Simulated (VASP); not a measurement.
# HfO2 (Pnma) in VASP: notebook, part 2 of 2

VASP 6.6.1. The steps go on from the part before.

## (3) Band structure, revPBE

Contents of POSCAR:

```
HfO2
1.0
    5.5563950000      0.0000000000      0.0000000000
    0.0000000000      3.3335970000      0.0000000000
    0.0000000000      0.0000000000      6.5049950000
Hf O
4 8
Direct
    0.7486820000      0.7500000000      0.6078710000
    0.2513180000      0.2500000000      0.3921290000
    0.2486820000      0.7500000000      0.8921290000
    0.7513180000      0.2500000000      0.1078710000
    0.6394990000      0.2500000000      0.4234000000
    0.3605010000      0.7500000000      0.5766000000
    0.1394990000      0.2500000000      0.0766000000
    0.8605010000      0.7500000000      0.9234000000
    0.5207940000      0.2500000000      0.8414530000
    0.4792060000      0.7500000000      0.1585470000
    0.0207940000      0.2500000000      0.6585470000
    0.9792060000      0.7500000000      0.3414530000
```

Contents of INCAR.step1:

```
ALGO = Normal
EDIFF = 1E-6
ENCUT = 520
GGA = RE
ISIF = 2
ISMEAR = -1
LASPH = True
LCHARG = True
LMAXMIX = 4
LREAL = False
LWAVE = False
NBANDS = 56
NELM = 60
PREC = Accurate
SIGMA = 0.05
```

Contents of KPOINTS.step1:

```
k-points
0
Gamma
  4 6 3
```

Contents of INCAR.step2:

```
ALGO = Normal
EDIFF = 1E-6
ENCUT = 520
GGA = RE
ICHARG = 11
ISIF = 2
ISMEAR = 0
LASPH = True
LCHARG = False
LMAXMIX = 4
LREAL = False
LWAVE = False
NBANDS = 56
NELM = 60
PREC = Accurate
SIGMA = 0.05
```

Contents of KPOINTS.step2:

```
path GXSYGZURTZ,YT,UX,SR
10
line-mode
reciprocal
 0.0000000000  0.0000000000  0.0000000000  G
 0.0000000000 -0.5000000000  0.0000000000  X

 0.0000000000 -0.5000000000  0.0000000000  X
-0.5000000000 -0.5000000000  0.0000000000  S

-0.5000000000 -0.5000000000  0.0000000000  S
-0.5000000000  0.0000000000  0.0000000000  Y

-0.5000000000  0.0000000000  0.0000000000  Y
 0.0000000000  0.0000000000  0.0000000000  G

 0.0000000000  0.0000000000  0.0000000000  G
 0.0000000000  0.0000000000 -0.5000000000  Z

 0.0000000000  0.0000000000 -0.5000000000  Z
 0.0000000000 -0.5000000000 -0.5000000000  U

 0.0000000000 -0.5000000000 -0.5000000000  U
-0.5000000000 -0.5000000000 -0.5000000000  R

-0.5000000000 -0.5000000000 -0.5000000000  R
-0.5000000000  0.0000000000 -0.5000000000  T

-0.5000000000  0.0000000000 -0.5000000000  T
 0.0000000000  0.0000000000 -0.5000000000  Z

-0.5000000000  0.0000000000  0.0000000000  Y
-0.5000000000  0.0000000000 -0.5000000000  T

 0.0000000000 -0.5000000000 -0.5000000000  U
 0.0000000000 -0.5000000000  0.0000000000  X

-0.5000000000 -0.5000000000  0.0000000000  S
-0.5000000000 -0.5000000000 -0.5000000000  R
```

Potentials or basis: VASP PAW PBE potentials, release 64 (Hf_pv, O).

Run with:

```
$ cat potpaw_PBE.64/Hf_pv/POTCAR potpaw_PBE.64/O/POTCAR > POTCAR
$ cp INCAR.step1 INCAR
$ cp KPOINTS.step1 KPOINTS
$ mpirun -np 1 vasp_std > vasp.out
$ cp INCAR.step2 INCAR
$ cp KPOINTS.step2 KPOINTS
$ mpirun -np 1 vasp_std > vasp.out
```

Run time: 9.3 min. Hardware: 1 thread of Intel Xeon Platinum 8259CL at 2.50GHz (Skylake/Cascade Lake), shared host; peak memory 0.62 GiB.

The run converged. Its results:

```
Band gap on the k mesh  : 3.45 eV, direct
Band gap along the path : 3.45 eV, direct
```

Levels at the corners of the path, in eV from the valence-band top:
| point | band 42 | band 43 | band 44 | band 45 | band 46 | band 47 |
| --- | --- | --- | --- | --- | --- | --- |
| Γ | -0.34 | -0.05 | 0.00 | 3.45 | 4.37 | 4.45 |
| X | -0.78 | -0.70 | -0.70 | 5.15 | 5.15 | 5.96 |
| X | -0.78 | -0.70 | -0.70 | 5.15 | 5.15 | 5.96 |
| S | -0.73 | -0.73 | -0.73 | 5.66 | 5.66 | 5.66 |
| S | -0.73 | -0.73 | -0.73 | 5.66 | 5.66 | 5.66 |
| Y | -0.82 | -0.34 | -0.34 | 4.27 | 4.27 | 5.49 |
| Y | -0.82 | -0.34 | -0.34 | 4.27 | 4.27 | 5.49 |
| Γ | -0.34 | -0.05 | 0.00 | 3.45 | 4.37 | 4.45 |
| Γ | -0.34 | -0.05 | 0.00 | 3.45 | 4.37 | 4.45 |
| Z | -0.57 | -0.40 | -0.40 | 4.29 | 4.29 | 5.03 |
| Z | -0.57 | -0.40 | -0.40 | 4.29 | 4.29 | 5.03 |
| U | -0.90 | -0.80 | -0.80 | 5.10 | 5.10 | 6.18 |
| U | -0.90 | -0.80 | -0.80 | 5.10 | 5.10 | 6.18 |
| R | -0.74 | -0.74 | -0.74 | 5.82 | 5.82 | 5.82 |
| R | -0.74 | -0.74 | -0.74 | 5.82 | 5.82 | 5.82 |
| T | -0.86 | -0.42 | -0.42 | 5.08 | 5.08 | 5.12 |
| T | -0.86 | -0.42 | -0.42 | 5.08 | 5.08 | 5.12 |
| Z | -0.57 | -0.40 | -0.40 | 4.29 | 4.29 | 5.03 |
| Y | -0.82 | -0.34 | -0.34 | 4.27 | 4.27 | 5.49 |
| T | -0.86 | -0.42 | -0.42 | 5.08 | 5.08 | 5.12 |
| U | -0.90 | -0.80 | -0.80 | 5.10 | 5.10 | 6.18 |
| X | -0.78 | -0.70 | -0.70 | 5.15 | 5.15 | 5.96 |
| S | -0.73 | -0.73 | -0.73 | 5.66 | 5.66 | 5.66 |
| R | -0.74 | -0.74 | -0.74 | 5.82 | 5.82 | 5.82 |

Caveat: the log is that of the step along the path at fixed density, whose energy, stress, charges and moments have no meaning; the PAW data sets were made with another functional, which shifts forces and pressure a little; spin-orbit coupling is left out, which moves the levels of the heavy elements. Expect the measured gap to be larger: semilocal functionals such as revPBE lack the derivative discontinuity.

## (4) Band structure, BLYP

POSCAR is that of step 3.

INCAR.step1: that of step 3 with these lines changed.

```diff
@@ -1 +1,5 @@
+AGGAC = 1.0
+AGGAX = 1.0
+ALDAC = 0.0
+ALDAX = 1.0
 ALGO = Normal
@@ -3,3 +7,3 @@
 ENCUT = 520
-GGA = RE
+GGA = B5
 ISIF = 2
```

KPOINTS.step1 is that of step 3.

INCAR.step2: that of step 3 with these lines changed.

```diff
@@ -1 +1,5 @@
+AGGAC = 1.0
+AGGAX = 1.0
+ALDAC = 0.0
+ALDAX = 1.0
 ALGO = Normal
@@ -3,3 +7,3 @@
 ENCUT = 520
-GGA = RE
+GGA = B5
 ICHARG = 11
```

KPOINTS.step2 is that of step 3.

Run with:

```
$ cat potpaw_PBE.64/Hf_pv/POTCAR potpaw_PBE.64/O/POTCAR > POTCAR
$ cp INCAR.step1 INCAR
$ cp KPOINTS.step1 KPOINTS
$ mpirun -np 1 vasp_std > vasp.out
$ cp INCAR.step2 INCAR
$ cp KPOINTS.step2 KPOINTS
$ mpirun -np 1 vasp_std > vasp.out
```

Run time: 9.7 min. Hardware: 1 thread of Intel Xeon Platinum 8259CL at 2.50GHz (Skylake/Cascade Lake), shared host; peak memory 0.62 GiB.

The run converged. Its results:

```yaml
Band_gap_on_the_k_mesh: 3.52 eV, direct
Band_gap_along_the_path: 3.52 eV, direct
```

Levels at the corners of the path, in eV from the valence-band top:
| point | band 40 | band 41 | band 42 | band 43 | band 44 | band 45 | band 46 | band 47 | band 48 | band 49 |
| --- | --- | --- | --- | --- | --- | --- | --- | --- | --- | --- |
| Γ | -0.85 | -0.80 | -0.33 | -0.05 | 0.00 | 3.52 | 4.44 | 4.52 | 4.95 | 5.70 |
| X | -1.48 | -0.77 | -0.77 | -0.70 | -0.70 | 5.14 | 5.14 | 5.98 | 5.98 | 6.03 |
| X | -1.48 | -0.77 | -0.77 | -0.70 | -0.70 | 5.14 | 5.14 | 5.98 | 5.98 | 6.03 |
| S | -1.19 | -0.72 | -0.72 | -0.72 | -0.72 | 5.66 | 5.66 | 5.66 | 5.66 | 6.63 |
| S | -1.19 | -0.72 | -0.72 | -0.72 | -0.72 | 5.66 | 5.66 | 5.66 | 5.66 | 6.63 |
| Y | -0.96 | -0.81 | -0.81 | -0.34 | -0.34 | 4.32 | 4.32 | 5.45 | 5.45 | 5.66 |
| Y | -0.96 | -0.81 | -0.81 | -0.34 | -0.34 | 4.32 | 4.32 | 5.45 | 5.45 | 5.66 |
| Γ | -0.85 | -0.80 | -0.33 | -0.05 | 0.00 | 3.52 | 4.44 | 4.52 | 4.95 | 5.70 |
| Γ | -0.85 | -0.80 | -0.33 | -0.05 | 0.00 | 3.52 | 4.44 | 4.52 | 4.95 | 5.70 |
| Z | -1.27 | -0.56 | -0.56 | -0.40 | -0.40 | 4.36 | 4.36 | 5.07 | 5.07 | 5.32 |
| Z | -1.27 | -0.56 | -0.56 | -0.40 | -0.40 | 4.36 | 4.36 | 5.07 | 5.07 | 5.32 |
| U | -1.10 | -0.89 | -0.89 | -0.80 | -0.80 | 5.09 | 5.09 | 6.18 | 6.18 | 6.26 |
| U | -1.10 | -0.89 | -0.89 | -0.80 | -0.80 | 5.09 | 5.09 | 6.18 | 6.18 | 6.26 |
| R | -1.23 | -0.73 | -0.73 | -0.73 | -0.73 | 5.81 | 5.81 | 5.81 | 5.81 | 6.24 |
| R | -1.23 | -0.73 | -0.73 | -0.73 | -0.73 | 5.81 | 5.81 | 5.81 | 5.81 | 6.24 |
| T | -0.99 | -0.84 | -0.84 | -0.42 | -0.42 | 5.10 | 5.10 | 5.14 | 5.14 | 5.44 |
| T | -0.99 | -0.84 | -0.84 | -0.42 | -0.42 | 5.10 | 5.10 | 5.14 | 5.14 | 5.44 |
| Z | -1.27 | -0.56 | -0.56 | -0.40 | -0.40 | 4.36 | 4.36 | 5.07 | 5.07 | 5.32 |
| Y | -0.96 | -0.81 | -0.81 | -0.34 | -0.34 | 4.32 | 4.32 | 5.45 | 5.45 | 5.66 |
| T | -0.99 | -0.84 | -0.84 | -0.42 | -0.42 | 5.10 | 5.10 | 5.14 | 5.14 | 5.44 |
| U | -1.10 | -0.89 | -0.89 | -0.80 | -0.80 | 5.09 | 5.09 | 6.18 | 6.18 | 6.26 |
| X | -1.48 | -0.77 | -0.77 | -0.70 | -0.70 | 5.14 | 5.14 | 5.98 | 5.98 | 6.03 |
| S | -1.19 | -0.72 | -0.72 | -0.72 | -0.72 | 5.66 | 5.66 | 5.66 | 5.66 | 6.63 |
| R | -1.23 | -0.73 | -0.73 | -0.73 | -0.73 | 5.81 | 5.81 | 5.81 | 5.81 | 6.24 |

Caveat: the log is that of the step along the path at fixed density, whose energy, stress, charges and moments have no meaning; the PAW data sets were made with another functional, which shifts forces and pressure a little; spin-orbit coupling is left out, which moves the levels of the heavy elements.

## (5) Band structure, AM05

POSCAR is that of step 4.

INCAR.step1: that of step 4 with these lines changed.

```diff
@@ -1,5 +1 @@
-AGGAC = 1.0
-AGGAX = 1.0
-ALDAC = 0.0
-ALDAX = 1.0
 ALGO = Normal
@@ -7,3 +3,3 @@
 ENCUT = 520
-GGA = B5
+GGA = AM
 ISIF = 2
```

KPOINTS.step1 is that of step 4.

INCAR.step2: that of step 4 with these lines changed.

```diff
@@ -1,5 +1 @@
-AGGAC = 1.0
-AGGAX = 1.0
-ALDAC = 0.0
-ALDAX = 1.0
 ALGO = Normal
@@ -7,3 +3,3 @@
 ENCUT = 520
-GGA = B5
+GGA = AM
 ICHARG = 11
```

KPOINTS.step2 is that of step 4.

Run with:

```
$ cat potpaw_PBE.64/Hf_pv/POTCAR potpaw_PBE.64/O/POTCAR > POTCAR
$ cp INCAR.step1 INCAR
$ cp KPOINTS.step1 KPOINTS
$ mpirun -np 1 vasp_std > vasp.out
$ cp INCAR.step2 INCAR
$ cp KPOINTS.step2 KPOINTS
$ mpirun -np 1 vasp_std > vasp.out
```

It took 8.9 min on 1 thread of Intel Xeon Platinum 8259CL at 2.50GHz (Skylake/Cascade Lake), shared host; peak memory 0.62 GiB.

Results (log left out):

- Band gap on the k mesh: 3.31 eV, direct
- Band gap along the path: 3.31 eV, direct

Levels at the corners of the path, in eV from the valence-band top:
| point | band 40 | band 41 | band 42 | band 43 | band 44 | band 45 | band 46 | band 47 | band 48 | band 49 |
| --- | --- | --- | --- | --- | --- | --- | --- | --- | --- | --- |
| Γ | -0.86 | -0.84 | -0.34 | -0.05 | 0.00 | 3.31 | 4.24 | 4.34 | 4.87 | 5.52 |
| X | -1.53 | -0.80 | -0.80 | -0.71 | -0.71 | 5.06 | 5.06 | 5.87 | 5.87 | 5.94 |
| X | -1.53 | -0.80 | -0.80 | -0.71 | -0.71 | 5.06 | 5.06 | 5.87 | 5.87 | 5.94 |
| S | -1.24 | -0.73 | -0.73 | -0.73 | -0.73 | 5.58 | 5.58 | 5.58 | 5.58 | 6.58 |
| S | -1.24 | -0.73 | -0.73 | -0.73 | -0.73 | 5.58 | 5.58 | 5.58 | 5.58 | 6.58 |
| Y | -0.97 | -0.83 | -0.83 | -0.35 | -0.35 | 4.16 | 4.16 | 5.38 | 5.38 | 5.54 |
| Y | -0.97 | -0.83 | -0.83 | -0.35 | -0.35 | 4.16 | 4.16 | 5.38 | 5.38 | 5.54 |
| Γ | -0.86 | -0.84 | -0.34 | -0.05 | 0.00 | 3.31 | 4.24 | 4.34 | 4.87 | 5.52 |
| Γ | -0.86 | -0.84 | -0.34 | -0.05 | 0.00 | 3.31 | 4.24 | 4.34 | 4.87 | 5.52 |
| Z | -1.33 | -0.58 | -0.58 | -0.41 | -0.41 | 4.18 | 4.18 | 4.93 | 4.93 | 5.17 |
| Z | -1.33 | -0.58 | -0.58 | -0.41 | -0.41 | 4.18 | 4.18 | 4.93 | 4.93 | 5.17 |
| U | -1.12 | -0.91 | -0.91 | -0.81 | -0.81 | 5.00 | 5.00 | 6.09 | 6.09 | 6.16 |
| U | -1.12 | -0.91 | -0.91 | -0.81 | -0.81 | 5.00 | 5.00 | 6.09 | 6.09 | 6.16 |
| R | -1.28 | -0.74 | -0.74 | -0.74 | -0.74 | 5.73 | 5.73 | 5.73 | 5.73 | 6.16 |
| R | -1.28 | -0.74 | -0.74 | -0.74 | -0.74 | 5.73 | 5.73 | 5.73 | 5.73 | 6.16 |
| T | -1.02 | -0.87 | -0.87 | -0.43 | -0.43 | 4.99 | 4.99 | 5.00 | 5.00 | 5.37 |
| T | -1.02 | -0.87 | -0.87 | -0.43 | -0.43 | 4.99 | 4.99 | 5.00 | 5.00 | 5.37 |
| Z | -1.33 | -0.58 | -0.58 | -0.41 | -0.41 | 4.18 | 4.18 | 4.93 | 4.93 | 5.17 |
| Y | -0.97 | -0.83 | -0.83 | -0.35 | -0.35 | 4.16 | 4.16 | 5.38 | 5.38 | 5.54 |
| T | -1.02 | -0.87 | -0.87 | -0.43 | -0.43 | 4.99 | 4.99 | 5.00 | 5.00 | 5.37 |
| U | -1.12 | -0.91 | -0.91 | -0.81 | -0.81 | 5.00 | 5.00 | 6.09 | 6.09 | 6.16 |
| X | -1.53 | -0.80 | -0.80 | -0.71 | -0.71 | 5.06 | 5.06 | 5.87 | 5.87 | 5.94 |
| S | -1.24 | -0.73 | -0.73 | -0.73 | -0.73 | 5.58 | 5.58 | 5.58 | 5.58 | 6.58 |
| R | -1.28 | -0.74 | -0.74 | -0.74 | -0.74 | 5.73 | 5.73 | 5.73 | 5.73 | 6.16 |

Caveat: the log is that of the step along the path at fixed density, whose energy, stress, charges and moments have no meaning; the PAW data sets were made with another functional, which shifts forces and pressure a little; spin-orbit coupling is left out, which moves the levels of the heavy elements. Expect the measured gap to be larger: semilocal functionals such as AM05 lack the derivative discontinuity.

## (6) Band structure, PW91

POSCAR is that of step 5.

INCAR.step1: that of step 5 with these lines changed.

```diff
@@ -3,3 +3,3 @@
 ENCUT = 520
-GGA = AM
+GGA = 91
 ISIF = 2
```

KPOINTS.step1 is that of step 5.

INCAR.step2: that of step 5 with these lines changed.

```diff
@@ -3,3 +3,3 @@
 ENCUT = 520
-GGA = AM
+GGA = 91
 ICHARG = 11
```

KPOINTS.step2 is that of step 5.

Potentials or basis: VASP PAW PBE potentials, release 64 (Hf_pv, O).

Run with:

```
$ cat potpaw_PBE.64/Hf_pv/POTCAR potpaw_PBE.64/O/POTCAR > POTCAR
$ cp INCAR.step1 INCAR
$ cp KPOINTS.step1 KPOINTS
$ mpirun -np 1 vasp_std > vasp.out
$ cp INCAR.step2 INCAR
$ cp KPOINTS.step2 KPOINTS
$ mpirun -np 1 vasp_std > vasp.out
```

OUTCAR:

```text
EDIFF = 1E-6
   ENCUT = 520
   GGA = 91
   ICHARG = 11
   ISIF = 2
   ISMEAR = 0
   LASPH = True
   LREAL = False
   NELM = 60
   PREC = Accurate

 ion  position               nearest neighbor table
   1  0.749  0.750  0.608-   5 2.14   5 2.14   8 2.14  12 2.16   6 2.17  11 2.27  11 2.27   9 2.59
                             9 2.59   3 3.34   3 3.34   2 3.52   2 3.52   2 3.54   2 3.54   4 3.65
   2  0.251  0.250  0.392-   6 2.14   6 2.14   7 2.14  11 2.16   5 2.17  12 2.27  12 2.27  10 2.59
                            10 2.59   4 3.34   4 3.34   1 3.52   1 3.52   1 3.54   1 3.54   3 3.65
   3  0.249  0.750  0.892-   7 2.14   7 2.14   6 2.14  10 2.16   8 2.17   9 2.27   9 2.27  11 2.59
                            11 2.59   1 3.34   1 3.34   4 3.52   4 3.52   4 3.54   4 3.54   2 3.65
   4  0.751  0.250  0.108-   8 2.14   8 2.14   5 2.14   9 2.16   7 2.17  10 2.27  10 2.27  12 2.59
                            12 2.59   2 3.34   2 3.34   3 3.52   3 3.52   3 3.54   3 3.54   1 3.65
   5  0.639  0.250  0.423-   1 2.14   1 2.14   4 2.14   2 2.17
   6  0.361  0.750  0.577-   2 2.14   2 2.14   3 2.14   1 2.17
   7  0.139  0.250  0.077-   3 2.14   3 2.14   2 2.14   4 2.17
   8  0.861  0.750  0.923-   4 2.14   4 2.14   1 2.14   3 2.17
[... 222 lines left out ...]
      5     -24.7378      2.00000
      6     -24.6801      2.00000
[... 1405 lines left out ...]
     55      11.9659      0.00000
     56      11.9883      0.00000

 [... further k-points ...]
[... 5 lines left out ...]
  --------------------------------------------------------------------------------------
  -------------------------------------------------------------------------------------
  Total       -0.2165766      0.6407765      0.3709811     -0.0000000      0.0000000      0.0000000
  in kB       -2.8798445      8.5204787      4.9329779     -0.0000000      0.0000000      0.0000000
  external PRESSURE =       3.5245374 kB  Pullay stress =       0.0000000 kB

 VOLUME and BASIS-vectors are now :
 -----------------------------------------------------------------------------
  energy-cutoff  :      520.00
  volume of cell :      120.49
      direct lattice vectors                 reciprocal lattice vectors
     5.556395000  0.000000000  0.000000000     0.179972806  0.000000000  0.000000000
     0.000000000  3.333597000  0.000000000     0.000000000  0.299976272  0.000000000
     0.000000000  0.000000000  6.504995000     0.000000000  0.000000000  0.153728020

 POSITION                                       TOTAL-FORCE (eV/Angst)
 -----------------------------------------------------------------------------------
      4.15997      2.50020      3.95420         0.063494      0.000000      0.076110
      1.39642      0.83340      2.55080        -0.063494     -0.000000     -0.076110
      1.38178      2.50020      5.80329         0.063494      0.000000     -0.076110
      4.17462      0.83340      0.70170        -0.063494     -0.000000      0.076110
      3.55331      0.83340      2.75421        -0.019052     -0.000000     -0.062874
      2.00309      2.50020      3.75078         0.019052      0.000000      0.062874
      0.77511      0.83340      0.49828        -0.019052      0.000000      0.062874
      4.78128      2.50020      6.00671         0.019052     -0.000000     -0.062874
      2.89374      0.83340      5.47365        -0.052651     -0.000000      0.020745
      2.66266      2.50020      1.03135         0.052651      0.000000     -0.020745
      0.11554      0.83340      4.28384        -0.052651      0.000000     -0.020745
      5.44086      2.50020      2.22115         0.052651     -0.000000      0.020745
 -----------------------------------------------------------------------------------
    total drift:                               -0.000000      0.000000      0.000000

  FREE ENERGIE OF THE ION-ELECTRON SYSTEM (eV)
  ---------------------------------------------------
  free  energy   TOTEN  =      -120.9196003432 eV

  energy  without entropy=     -120.9196003432  energy(sigma->0) =     -120.91960034
```

Wall time 10 min (1 thread of Intel Xeon Platinum 8259CL at 2.50GHz (Skylake/Cascade Lake), shared host); peak memory 0.62 GiB.

What came out:

| Quantity | Value |
| --- | --- |
| Band gap on the k mesh | 3.41 eV, direct |
| Band gap along the path | 3.41 eV, direct |

Levels at the corners of the path, in eV from the valence-band top:
```tsv
point	band 42	band 43	band 44	band 45	band 46	band 47
Γ	-0.34	-0.05	0.00	3.41	4.33	4.42
X	-0.78	-0.70	-0.70	5.11	5.11	5.93
X	-0.78	-0.70	-0.70	5.11	5.11	5.93
S	-0.73	-0.73	-0.73	5.63	5.63	5.63
S	-0.73	-0.73	-0.73	5.63	5.63	5.63
Y	-0.82	-0.34	-0.34	4.24	4.24	5.44
Y	-0.82	-0.34	-0.34	4.24	4.24	5.44
Γ	-0.34	-0.05	0.00	3.41	4.33	4.42
Γ	-0.34	-0.05	0.00	3.41	4.33	4.42
Z	-0.57	-0.40	-0.40	4.26	4.26	5.00
Z	-0.57	-0.40	-0.40	4.26	4.26	5.00
U	-0.90	-0.80	-0.80	5.06	5.06	6.15
U	-0.90	-0.80	-0.80	5.06	5.06	6.15
R	-0.74	-0.74	-0.74	5.78	5.78	5.78
R	-0.74	-0.74	-0.74	5.78	5.78	5.78
T	-0.86	-0.42	-0.42	5.05	5.05	5.08
T	-0.86	-0.42	-0.42	5.05	5.05	5.08
Z	-0.57	-0.40	-0.40	4.26	4.26	5.00
Y	-0.82	-0.34	-0.34	4.24	4.24	5.44
T	-0.86	-0.42	-0.42	5.05	5.05	5.08
U	-0.90	-0.80	-0.80	5.06	5.06	6.15
X	-0.78	-0.70	-0.70	5.11	5.11	5.93
S	-0.73	-0.73	-0.73	5.63	5.63	5.63
R	-0.74	-0.74	-0.74	5.78	5.78	5.78
```

Caveat: the log is that of the step along the path at fixed density, whose energy, stress, charges and moments have no meaning; the PAW data sets were made with another functional, which shifts forces and pressure a little; spin-orbit coupling is left out, which moves the levels of the heavy elements. PW91 gaps usually lie below the measured ones, often by a third to a half.

## (7) The runs side by side

```tsv
level	gap on the mesh (eV)
RPBE	3.46
revPBE	3.45
BLYP	3.52
AM05	3.31
PW91	3.41
```

Alike in all rows: task band structure; potentials or basis VASP PAW PBE potentials, release 64 (Hf_pv, O); no spin polarisation; cell as given; k mesh 4 × 6 × 3; cutoff (eV) 520; smearing fermi-dirac 0.05 eV.

On the cell as given the gap runs from 3.31 eV (AM05) to 3.52 eV (BLYP).

Caveats: the PAW data sets were made with another functional, which shifts forces and pressure a little; spin-orbit coupling is left out, which moves the levels of the heavy elements.

Total energies depend on the potentials used, so only differences within one code and one set of settings carry meaning.
